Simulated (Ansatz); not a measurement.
# Sb (P2_1/m) in Ansatz: further runs, part 2 of 2

Ansatz 0.2.0. The steps go on from the part before.

**4. Relaxation of cell and atoms, LDA, target pressure 5 GPa, at which the enthalpy is minimised**

input.yaml reads:

```yaml
crystal:
  lattice:
    - [3.122402, 0.0, 0.0]
    - [0.0, 4.347518, 0.0]
    - [-0.038915, 0.0, 4.405852]
  atoms:
    - { symbol: Sb, position: [0.011389, 0.25, 0.241166] }
    - { symbol: Sb, position: [0.988611, 0.75, 0.758834] }
hamiltonian:
  xc: lda
  pseudopotentials: { kind: paw }
kpoints:
  mp_grid: { grid: [9, 6, 6] }
scf:
  occupations: { method: fermi_dirac, width: 0.05 }
output:
  forces: true
  stress: true
  eigenvalues: true
relax:
  f_tol: 0.01
  max_steps: 40
  cell: { stress_tol: 0.05, p_target: 5.0 }
```

Potentials or basis: Ansatz PAW.

Started as:

```console
> ansatz run input.yaml --threads 2 --pin off --max-ram 5632MiB --backend cpu --events-out ev --progress --plain --runs-dir out
```

Output:

```text
Warning: RAYON_NUM_THREADS=2 ignored (pool sized by the plan → 2); use --threads N
Engine: ansatz 0.2.0, aarch64-unknown-linux-gnu
Pseudopotentials: kind: paw
Pseudopotential: Sb, paw, valence charge 15, recommended cutoff 420 eV (normal), Sb.paw.azcp
Functional definition: SPW92
  exchange = slater_x
  correlation = pw_c
Crystal: 2 atoms, lattice volume = 59.808 Å³
Basis set: ecut = 420 eV, 1169 PW (Γ)
Bands: 19, of which v1, the nominal top of the filled ones, is band 15 counted from 1 (14 counted from 0)
Symmetry: 4 space group operations
Space group: P21/m (ITA 11), of the structure as read, at distance tolerance 3.9e-5 Å
k-points: 112 of 324
Non-local potential: Sb, projectors of the file, l = 0: 2, l = 1: 2, l = 2: 2, l = 3: 2
PAW form: soft (Blöchl's): semilocal exchange-correlation on the pseudo side does not see the compensation charge
PAW frozen core: Sb, regenerated for the run's functional, and the local potential with it (the file was generated under x = pbe(κ = 0.804, μ = 0.2195149727645171), c = pbe(β = 0.06672455060314922))
PAW one-centre angular grid: Sb, 590 points (default); XC on 64 Gauss nodes
Initial density: superposition of atomic densities (neutral atoms: chi_scale 0, normalization atom), corrected by the library's trained network
Initial wavefunctions: pseudopotential atomic-orbital guess
Functional: x = slater, c = lda
SCF iter   1: F=—  HF=-12671.539803 eV  |F-HF|=—  |Δ(HF+E_count)|=         —  Δρ=6.02e-3  dr2=8.16e-3  ethr=1.77e-3  ⟨swp⟩=6.4  Hψ=11128  notcnv=0
preconditioner: auto → Kerker (q_TF=auto, 2.432 Å⁻¹)  [metal: Δε(μ)=0.015 eV  Ē_g=8.691 eV  σ=0.050 eV  W_gap=0.07  n_scr=10 (ndim 8)  ℏωp=15.2 eV  f_vac=0.002  D(μ)=1.67/eV (n_scr^D=10)]
SCF iter   2: F=—  HF=-12671.535179 eV  |F-HF|=—  |Δ(HF+E_count)|=   4.62e-3  Δρ=3.48e-3  dr2=2.81e-3  ethr=2.72e-5  ⟨swp⟩=1.7  Hψ=3298  notcnv=0  defer=3
SCF iter   3: F=—  HF=-12671.534167 eV  |F-HF|=—  |Δ(HF+E_count)|=   1.01e-3  Δρ=6.43e-4  dr2=2.04e-4  ethr=9.38e-6  ⟨swp⟩=2.0  Hψ=3232  notcnv=0  defer=3
SCF iter   4: F=—  HF=-12671.534103 eV  |F-HF|=—  |Δ(HF+E_count)|=   6.47e-5  Δρ=5.20e-4  dr2=6.81e-5  ethr=6.79e-7  ⟨swp⟩=2.0  Hψ=3801  notcnv=0  defer=3
SCF iter   5: F=—  HF=-12671.534052 eV  |F-HF|=—  |Δ(HF+E_count)|=   5.03e-5  Δρ=1.94e-4  dr2=9.98e-6  ethr=2.27e-7  ⟨swp⟩=2.0  Hψ=3323  notcnv=0  defer=3
SCF iter   6: F=—  HF=-12671.534047 eV  |F-HF|=—  |Δ(HF+E_count)|=   5.50e-6  Δρ=4.27e-5  dr2=8.08e-7  ethr=3.33e-8  ⟨swp⟩=2.0  Hψ=3488  notcnv=0  defer=3
SCF iter   7: F=-12671.534047 eV  HF=-12671.534047 eV  |F-HF|=1.75e-8  |Δ(HF+E_count)|=   3.34e-7  Δρ=7.82e-6  dr2=3.32e-8  ethr=3.33e-10  ⟨swp⟩=4.1  Hψ=9061  notcnv=0
SCF 1 converged in 7 iterations: F = -12671.534047 eV  dr2 = 3.32e-8
relax step   1: F+E_penalty+E_count = -12671.53404661 eV  Δ(F+E_penalty+E_count) = +0.000e0 eV  max|allowed force component| = 3.606e-2 eV/Å  Δτ_max = 0.0000 Å  P = -3.327 GPa  Ω = 59.808 Å³  (7 SCF iters, dr2 threshold 1.00e-7 eV, accepted)
Crystal: 2 atoms, lattice volume = 51.763 Å³
Basis set: ecut = 420 eV, 1003 PW (Γ)
Initial density: handed on by an earlier stage of this run
[... 52 lines left out ...]
SCF converged after 6 iterations
Free energy (F): -12671.525988 eV
Harris-Foulkes:  -12671.525988 eV  (|F-HF|=5.46e-12)
Internal energy: -12671.516912 eV  (E = F + TS)
E sigma→0 (E₀):  -12671.521450 eV
Entropy (-TS):   -0.009075 eV (-4.538 meV/atom)
Fermi energy:    11.834095 eV
--- Per-component energies (eV) ---
  E_band       = -287.212144
  E_kinetic    = 420.285416
  E_local      = -2953.456722  (includes V_loc(G=0)·N_el)
  E_nonlocal   = 733.493326
  E_hartree    = 1350.528792
  E_xc         = -277.794211
  E_vxc        = -197.328813  (∫ρ·V_xc dr)
  E_paw        = -8853.681345  (= ΣΔE_a)
  E_vpaw       = -991.262941  (= ΣTr[D̂ρ^β])
  E_aug_tail   = -0.000004  (compensation charges beyond the density's cutoff)
  E_ewald      = -3092.009811
  E_core_change = 1.117647  (= ΣΔE_core)
  E_smearing   = -0.009075  (= −TS)
  E_closure    = 0.000000  (closes the sum)
  Σ components = -12671.525988   (vs F -12671.525988, Δ=0.00e0)
--- Forces (eV/Å), atoms counted from 1 ---
  atom   1  Sb     0.00050237     0.00000000     0.00042195
  atom   2  Sb    -0.00050237     0.00000000    -0.00042195
  max |Σ_I F_I| component: 5.42e-20 eV/Å
--- Stress (GPa, compression-positive) ---
        4.981167       0.000000       0.005581
        0.000000       5.033272       0.000000
        0.005581       0.000000       4.956731
  P = ⅓ Tr σ = 4.9904 GPa (49.904 kbar)
--- Band table (eV; the first three rows and the last of 112) ---
  k-point 0: bands = ["-17.5962", "-17.5938", "-17.4777", "-17.4659", "-17.3821", "-17.3790", "-17.3169", "-17.3167", "-17.3157", "-17.2154", "-1.7696", "4.2588", "7.4837", "7.7312", "13.4808", "15.1909", "15.2340", "15.3211", "19.1088"]
  k-point 1: bands = ["-17.5848", "-17.5720", "-17.4744", "-17.4655", "-17.3780", "-17.3748", "-17.3255", "-17.3215", "-17.3209", "-17.2422", "-1.5444", "3.2969", "8.0090", "8.2328", "13.9088", "14.2087", "14.3557", "15.4212", "19.5744"]
  k-point 2: bands = ["-17.5605", "-17.5048", "-17.4967", "-17.4340", "-17.3665", "-17.3634", "-17.3531", "-17.3340", "-17.3323", "-17.3145", "-0.8738", "1.6777", "8.8286", "9.4488", "11.8997", "12.4157", "16.0941", "16.7283", "18.4359"]
  k-point 111: bands = ["-17.4493", "-17.4493", "-17.4266", "-17.4266", "-17.4005", "-17.4005", "-17.3826", "-17.3826", "-17.2693", "-17.2693", "3.1790", "3.1790", "7.5448", "7.5448", "10.1858", "10.1858", "15.5615", "15.5615", "15.8948"]
--- Relaxed structure (5 steps of the walk, 5 accepted, 1 SCFs on fresh bases) ---
  F+E_penalty+E_count = -12671.52598750 eV   max|allowed force component| = 5.024e-4 eV/Å   (the final SCF, on the basis selected at the relaxed cell)
  cell:  # Å, volume = 52.5592 Å³
    - [2.9783371081890957, 0.0, 0.012661965224619086]
    - [0.0, 4.161289622883638, 0.0]
    - [-0.0192528840797438, 0.0, 4.2407117520644375]
  atoms:
    - { symbol: Sb, position: [-0.00022683027654017956, 0.25, 0.24998667021250043] }
    - { symbol: Sb, position: [1.00022683027654, 0.7499999999999999, 0.7500133297874996] }
```

Run time: 21 s. Hardware: 2 threads of Arm Neoverse V2, shared host; peak memory 0.39 GiB.

Results:

```
Free energy                                            : -12671.5260 eV
Relaxed volume                                         : 26.28 Å³/atom
Relaxed cell                                           : a = 2.978 Å, b = 4.161 Å, c = 4.241 Å, α = 90.00°, β = 90.02°, γ = 90.00°
Space group after relaxing (to 0.05 Å)                 : Cmmm (No. 65)
Energy change on relaxing (the enthalpy is what falls) : +4.0 meV/atom
Ionic steps                                            : 6
Pressure after relaxing                                : 5.0 GPa
Band gap on the k mesh                                 : none (metal or under the smearing width)
```

Step by step:
```tsv
step	energy change (eV)	largest force (eV/Å)	volume (Å³)
1	0.0000	0.0374	59.81
2	0.0440	0.2238	51.76
3	0.0024	0.1238	52.78
4	0.0032	0.0374	52.67
5	0.0064	0.0007	52.56
6	0.0081	0.0007	52.56
```

Final structure:
```
Sb
1.0
     2.97834    0.00000    0.01266
     0.00000    4.16129    0.00000
    -0.01925    0.00000    4.24071
Sb
2
Direct
  0.99977 0.25000 0.24999
  0.00023 0.75000 0.75001
```

Caveat: the plane-wave basis is chosen anew once the cell has moved, so the energies of steps on either side of that aren't comparable; the PAW data sets come from PBE, with cores solved anew for the run's functional, which leaves a small shift of forces and pressure. Spin-orbit coupling is left out, which matters for the levels of Sb.

**5. Summary**

```tsv
cell	target pressure (GPa)	gap on the mesh (eV)	pressure (GPa)
relaxed	-	none	0.0
relaxed to 2 GPa	2	none	2.0
relaxed to 5 GPa	5	none	5.0
```

Alike in all rows: task relaxation of cell and atoms; level LDA; potentials or basis Ansatz PAW; no spin polarisation; k mesh 9 × 6 × 6; cutoff (eV) 420; smearing fermi-dirac 0.05 eV.

Caveats: the plane-wave basis is chosen anew once the cell has moved, so the energies of steps on either side of that aren't comparable; the PAW data sets come from PBE, with cores solved anew for the run's functional, which leaves a small shift of forces and pressure.

Absolute energies hang on the potentials; compare differences alone.
